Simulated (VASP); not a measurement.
# AlN (P6_3mc) in VASP: settings compared, part 2 of 2

VASP 6.6.1. Earlier steps stand in the parts before.

## (4) Relaxation of cell and atoms, PBE

This run uses another cell than the first one, of 10.45 Å³/atom, 0.982 times its volume.

INCAR

```
ALGO     = Normal         # electronic algorithm
EDIFF    = 1E-6           # SCF threshold, eV
EDIFFG   = -0.005         # ionic threshold
ENCUT    = 600            # plane-wave cutoff, eV
GGA      = PE             # functional
IBRION   = 2              # ionic algorithm
ISIF     = 3              # what is computed and relaxed
ISMEAR   = -1             # smearing method
LASPH    = True           # aspherical terms in the spheres
LCHARG   = False          # write CHGCAR
LREAL    = False          # projectors in reciprocal space
LWAVE    = False          # write WAVECAR
NELM     = 60             # most SCF steps
NSW      = 80             # ionic steps
PREC     = Accurate       # precision mode
SIGMA    = 0.02           # smearing width, eV
```

KPOINTS

```
k-points
0
Gamma
  12 12 6
```

POSCAR

```
AlN
1.0
    3.1130000000      0.0000000000      0.0000000000
   -1.5565000000      2.6959370820      0.0000000000
    0.0000000000      0.0000000000      4.9810000000
Al N
2 2
Direct
    0.3333333333      0.6666666667      0.0000000000
    0.6666666667      0.3333333333      0.5000000000
    0.3333333333      0.6666666667      0.3800000000
    0.6666666667      0.3333333333      0.8800000000
```

Command:

```console
$ cat potpaw_PBE.64/Al/POTCAR potpaw_PBE.64/N/POTCAR > POTCAR
$ mpirun -np 1 vasp_std > vasp.out
```

Run time: 60 s. Hardware: 1 thread of Intel Xeon Platinum 8559C (Emerald Rapids), shared host; peak memory 0.19 GiB.

Results (log left out):

```yaml
Free_energy: -29.7826 eV
Relaxed_volume: 10.62 Å³/atom
Relaxed_cell: a = 3.127 Å, b = 3.127 Å, c = 5.018 Å, α = 90.00°, β = 90.00°, γ = 120.00°
Space_group_after_relaxing_to_0.05_Å: P6_3mc (No. 186)
Energy_gained_by_relaxing: 2.1 meV/atom
Ionic_steps: 3
Pressure_after_relaxing: 0.0 GPa
Largest_force_after_relaxing: 0.004 eV/Å
Band_gap_on_the_k_mesh: 4.07 eV, direct
```

Forces in eV/Å, atoms in the order of the input:
```
Al   0.000  0.000 -0.004
Al   0.000  0.000 -0.004
N    0.000  0.000  0.004
N    0.000  0.000  0.004
```

Stress tensor (GPa, compression positive):
```
 0.07  0.00  0.00
 0.00  0.07  0.00
 0.00  0.00 -0.07
```

Step by step:
| step | energy change (eV) | largest force (eV/Å) | pressure (GPa) | volume (Å³) |
| --- | --- | --- | --- | --- |
| 1 | 0.0000 | 0.1289 | 3.35 | 41.80 |
| 2 | -0.0017 | 0.0910 | -2.80 | 43.14 |
| 3 | -0.0083 | 0.0042 | 0.02 | 42.50 |

Final structure:
```xyz
4
Lattice="3.1273 0.0000 0.0000 -1.5637 2.7084 0.0000 0.0000 0.0000 5.0175" Properties=species:S:1:pos:R:3 pbc="T T T"
Al    0.0000    1.8056    5.0142
Al    1.5637    0.9028    2.5054
N     0.0000    1.8056    1.9100
N     1.5637    0.9028    4.4188
```

Levels at points of the mesh, in eV from the valence-band top:
| k point | band 5 | band 6 | band 7 | band 8 | band 9 | band 10 | band 11 | band 12 |
| --- | --- | --- | --- | --- | --- | --- | --- | --- |
| (0.00, 0.00, 0.00) | -0.84 | -0.19 | -0.19 | 0.00 | 4.07 | 6.54 | 10.47 | 11.05 |
| (0.50, 0.00, 0.00) | -3.29 | -2.05 | -1.74 | -0.68 | 5.77 | 5.78 | 8.05 | 10.16 |
| (0.00, 0.00, 0.50) | -0.52 | -0.52 | -0.52 | -0.52 | 6.33 | 6.33 | 10.18 | 10.18 |
| (0.50, 0.00, 0.50) | -1.43 | -1.43 | -1.34 | -1.34 | 5.25 | 5.25 | 9.16 | 9.16 |

A k mesh can miss the band edges. Zero-point motion and thermal expansion aren't in these numbers.

## (5) Single point, r2SCAN

This run uses another cell than the first one, of 10.40 Å³/atom, 0.977 times its volume.

POSCAR

```
AlN
1.0
    3.1066945332      0.0000000000      0.0000000000
   -1.5533472666      2.6904763876      0.0000000000
    0.0000000000      0.0000000000      4.9785887007
Al N
2 2
Direct
    0.3333333333      0.6666666667     -0.0007956004
    0.6666666667      0.3333333333      0.4992043996
    0.3333333333      0.6666666667      0.3807956004
    0.6666666667      0.3333333333      0.8807956004
```

INCAR.step1

```
SYSTEM = AlN
PREC = Accurate
ENCUT = 520
ISMEAR = -1
SIGMA = 0.02
LREAL = .False.
LASPH = .True.
NELM = 60
NBANDS = 16
GGA = PE
ALGO = Normal
EDIFF = 1E-4
LWAVE = .True.
LCHARG = .False.
```

INCAR.step2

```
SYSTEM = AlN
PREC = Accurate
ENCUT = 520
EDIFF = 1E-6
ISMEAR = -1
SIGMA = 0.02
LREAL = .False.
LASPH = .True.
NELM = 60
ALGO = Normal
ISIF = 2
LWAVE = .False.
LCHARG = .False.
METAGGA = R2SCAN
LMIXTAU = .True.
NBANDS = 16
ISTART = 1
```

KPOINTS

```
regular mesh
0
Gamma
  12 12 6
  0 0 0
```

Potentials or basis: VASP PAW PBE potentials, release 64 (Al, N).

Command:

```console
$ cat potpaw_PBE.64/Al/POTCAR potpaw_PBE.64/N/POTCAR > POTCAR
$ cp INCAR.step1 INCAR
$ mpirun -np 1 vasp_std > vasp.out
$ cp INCAR.step2 INCAR
$ mpirun -np 1 vasp_std > vasp.out
```

OUTCAR:

```text
SYSTEM = AlN
   PREC = Accurate
   ENCUT = 520
   EDIFF = 1E-6
   ISMEAR = -1
   LREAL = .False.
   LASPH = .True.
   NELM = 60
   ISIF = 2
   METAGGA = R2SCAN
   ISTART = 1

 ion  position               nearest neighbor table
   1  0.333  0.667  0.999-   4 1.89   4 1.89   4 1.89   3 1.90   2 3.07   2 3.07   2 3.07   2 3.07
                             2 3.07   2 3.07
   2  0.667  0.333  0.499-   3 1.89   3 1.89   3 1.89   4 1.90   1 3.07   1 3.07   1 3.07   1 3.07
                             1 3.07   1 3.07
[... 663 lines left out ...]
  --------------------------------------------------------------------------------------
  -------------------------------------------------------------------------------------
  Total       -0.1033233     -0.1033233     -0.0963429      0.0000000     -0.0000000     -0.0000000
  in kB       -3.9780932     -3.9780932     -3.7093358      0.0000000     -0.0000000     -0.0000000
  external PRESSURE =      -3.8885074 kB  Pullay stress =       0.0000000 kB

 VOLUME and BASIS-vectors are now :
 -----------------------------------------------------------------------------
  energy-cutoff  :      520.00
  volume of cell :       41.61
      direct lattice vectors                 reciprocal lattice vectors
     3.106694533  0.000000000  0.000000000     0.321885525  0.185840694  0.000000000
    -1.553347267  2.690476388  0.000000000     0.000000000  0.371681389  0.000000000
     0.000000000  0.000000000  4.978588701     0.000000000  0.000000000  0.200860135

 POSITION                                       TOTAL-FORCE (eV/Angst)
 -----------------------------------------------------------------------------------
     -0.00000      1.79365      4.97463         0.000000     -0.000000     -0.003241
      1.55335      0.89683      2.48533         0.000000     -0.000000     -0.003241
     -0.00000      1.79365      1.89582        -0.000000      0.000000      0.003241
      1.55335      0.89683      4.38512        -0.000000     -0.000000      0.003241
 -----------------------------------------------------------------------------------
    total drift:                               -0.000000     -0.000000     -0.025635

  FREE ENERGIE OF THE ION-ELECTRON SYSTEM (eV)
  ---------------------------------------------------
  free  energy   TOTEN  =       -38.4564640656 eV

  energy  without entropy=      -38.4564640656  energy(sigma->0) =      -38.45646407
```

OUTCAR.step1:

```text
SYSTEM = AlN
   PREC = Accurate
   ENCUT = 520
   ISMEAR = -1
   LREAL = .False.
   LASPH = .True.
   NELM = 60
[... 689 lines left out ...]
      1.55335      0.89683      2.48533        -0.000000      0.000000     -0.008940
     -0.00000      1.79365      1.89582         0.000000     -0.000000      0.008940
      1.55335      0.89683      4.38512        -0.000000      0.000000      0.008940
 -----------------------------------------------------------------------------------
    total drift:                               -0.000000      0.000000     -0.001000

  FREE ENERGIE OF THE ION-ELECTRON SYSTEM (eV)
  ---------------------------------------------------
  free  energy   TOTEN  =       -29.7678500167 eV

  energy  without entropy=      -29.7678500167  energy(sigma->0) =      -29.76785002
```

Run time: 79 s. Hardware: 1 thread of Intel Xeon Platinum 8559C (Emerald Rapids), shared host; peak memory 0.18 GiB.

Results:

```yaml
Free_energy: -38.4565 eV
Pressure: -0.4 GPa
Largest_force: 0.003 eV/Å
Band_gap_on_the_k_mesh: 4.92 eV, direct
```

Forces in eV/Å, atoms in the order of the input:
```
Al   0.000  0.000 -0.003
Al   0.000  0.000 -0.003
N    0.000  0.000  0.003
N    0.000  0.000  0.003
```

Caveat: the PAW data sets were made with another functional, which shifts forces and pressure a little.

## (6) Summary

```tsv
task	level	cell	cutoff (eV)	gap on the mesh (eV)	pressure (GPa)	relaxed volume (Å³/atom)
relaxation of cell and atoms	r2SCAN	relaxed	600	4.93	0.0	10.39
single point	PBE	P6_3mc, 10.65 Å³/atom	520	4.04	-0.3	-
relaxation of cell and atoms	PBE	relaxed	600	4.07	0.0	10.62
single point	r2SCAN	P6_3mc, 10.4 Å³/atom	520	4.92	-0.4	-
```

Alike in all rows: potentials or basis VASP PAW PBE potentials, release 64 (Al, N); no spin polarisation; k mesh 12 × 12 × 6; smearing fermi-dirac 0.02 eV.

Caveats: the PAW data sets were made with another functional, which shifts forces and pressure a little (some runs).

Total energies depend on the potentials used, so only differences within one code and one set of settings carry meaning.

## (7) Comparison with measurements

Step 3. Against the measured gap of AlN, 6.0343 eV (an exciton energy, a little under the gap; 0 K; quoted in “Structural and optical properties of self-assembled AlN nanowires grown on SiO2/Si substrates by molecular beam epitaxy”, 2024, arxiv:2402.00216), the calculated 4.04 eV is off by -1.99 eV. 2 values of this kind are on record (6.034 to 6.0343 eV); this one was drawn at random. The value is that of PBE on a finite k mesh, which can miss the band edges, without temperature or zero-point motion. Semilocal functionals fall short of measured gaps as a rule.

Step 5. Against the measured gap of AlN, 6.0343 eV (an exciton energy, a little under the gap; 0 K; quoted in “Structural and optical properties of self-assembled AlN nanowires grown on SiO2/Si substrates by molecular beam epitaxy”, 2024, arxiv:2402.00216), the calculated 4.92 eV is off by -1.11 eV. 2 values of this kind are on record (6.034 to 6.0343 eV); this one was drawn at random. The value is that of r2SCAN on a finite k mesh, which can miss the band edges, without temperature or zero-point motion.
